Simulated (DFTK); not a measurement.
**ZnO (zincite) under changes of volume**

One of the cells (11.900 Å³/atom); the others are scaled copies at fixed shape and fractional positions:

```xyz
4
Lattice="3.2493 0.0000 0.0000 -1.6247 2.8140 0.0000 0.0000 0.0000 5.2057" Properties=species:S:1:pos:R:3 pbc="T T T"
Zn    1.6247    0.9380    0.0000
Zn    0.0000    1.8760    2.6029
O     0.0000    1.8760    4.5759
O     1.6247    0.9380    1.9730
```

```yaml
Program: DFTK 0.8.2
Functional: AM05
Potentials_or_basis: SG15 1.2 (PBE)
Cutoff: 952 eV
k_mesh: 5 × 5 × 3
Occupations: fermi-dirac, width 0.05 eV
Spin: no spin polarisation
```

```tsv
volume (Å³/atom)	energy over the lowest point (meV/atom)	gap on the mesh (eV)	largest force (eV/Å)
11.186	18.46	0.80	0.090
11.424	7.40	0.77	0.082
11.662	1.42	0.74	0.070
11.900	0.00	0.71	0.062
12.138	2.74	0.69	0.056
12.376	8.88	0.66	0.049
12.614	?	?	?
```

Task: What does the run at 12.614 Å³/atom give?

Result: Energy over the lowest point 18.44 meV/atom; gap on the mesh 0.63 eV; largest force 0.043 eV/Å.

Worked out: A Birch-Murnaghan fit of order 3 (a polynomial in V^(-2/3)) to the other rows has its minimum at 11.86 Å³/atom with B0 = V·E''(V) = 138 GPa and B' = 5.1 at fixed shape and positions, which overstates the stiffness. It gives 18.25 meV/atom at 12.614 Å³/atom, against the run's 18.44. A straight line through the other rows of the gap, of slope -1.37 eV per unit of ln V (its deformation potential), extrapolates to 0.63 eV, against the run's 0.63.

Energies are extrapolated to zero smearing.

Caveats: all runs use coarse meshes; the potentials were made for another functional, which shifts forces and pressure; the real-space grid adds noise to forces (some runs).
